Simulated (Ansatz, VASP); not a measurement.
Si: VASP beside Ansatz

Contents of INCAR:

```
SYSTEM = Si
ALGO = Normal
EDIFF = 1E-7
ENCUT = 520
GGA = PE
ISIF = 2
ISMEAR = -1
LASPH = .True.
LCHARG = .False.
LREAL = .False.
LWAVE = .False.
NBANDS = 16
NELM = 60
PREC = Accurate
SIGMA = 0.02
```

The input KPOINTS:

```
k-points
0
Gamma
  12 12 4
  0 0 0
```

POSCAR

```
Si
1.0
    3.8321168108      0.0000000000      0.0000000000
   -1.9160584054      3.3187105084      0.0000000000
    0.0000000000      0.0000000000      6.1440261611
Si
4
Direct
    0.3333333333      0.6666666667      0.0609473998
    0.6666666667      0.3333333333      0.5609473998
    0.3333333333      0.6666666667      0.4390526002
    0.6666666667      0.3333333333      0.9390526002
```

Input for Ansatz:

```yaml
crystal:
  lattice:
    - [3.8321168108, 0.0, 0.0]
    - [-1.9160584054, 3.3187105084, 0.0]
    - [0.0, 0.0, 6.1440261611]
  atoms:
    - { symbol: Si, position: [0.3333333333, 0.6666666667, 0.0609473998] }
    - { symbol: Si, position: [0.6666666667, 0.3333333333, 0.5609473998] }
    - { symbol: Si, position: [0.3333333333, 0.6666666667, 0.4390526002] }
    - { symbol: Si, position: [0.6666666667, 0.3333333333, 0.9390526002] }
kpoints:
  mp_grid: { grid: [12, 12, 4] }
  band_path:
    path:
      - [0.0, 0.0, 0.0]
      - [0.5, 0.0, 0.0]
      - [0.3333333333, 0.3333333333, 0.0]
      - [0.0, 0.0, 0.5]
      - [0.5, 0.0, 0.5]
      - [0.3333333333, 0.3333333333, 0.5]
      - [0.0, 0.5, 0.0]
    npoints: 1
hamiltonian:
  xc: pbe
scf:
  occupations: { method: fermi_dirac, width: 0.02 }
  n_extra_bands: 5
output:
  forces: true
  stress: true
  eigenvalues: true
```

Change from the starting cell: uniaxial_z strain -3.1%.

Alike in both runs: task single point; functional PBE; k mesh 12 × 12 × 4; occupations fermi-dirac, width 0.02 eV; no spin polarisation.

```csv
,VASP,Ansatz
version,VASP 6.6.1,Ansatz 0.2.0
potentials or method,"VASP PAW PBE potentials, release 64 (Si)","plane waves, PAW"
plane-wave cutoff (eV),520,420
valence electrons in the cell,16,16
```

|  | VASP | Ansatz | Ansatz less VASP |
| --- | --- | --- | --- |
| pressure (GPa) | 4.4 | 4.5 | +0.09 |
| largest component of the traceless stress (GPa) | 3.79 | 3.78 | -0.013 |
| rms of the force components (eV/Å) | 0.015 | 0.016 | +0.0005 |

Atom by atom the forces differ by 0.001 eV/Å (rms over components).
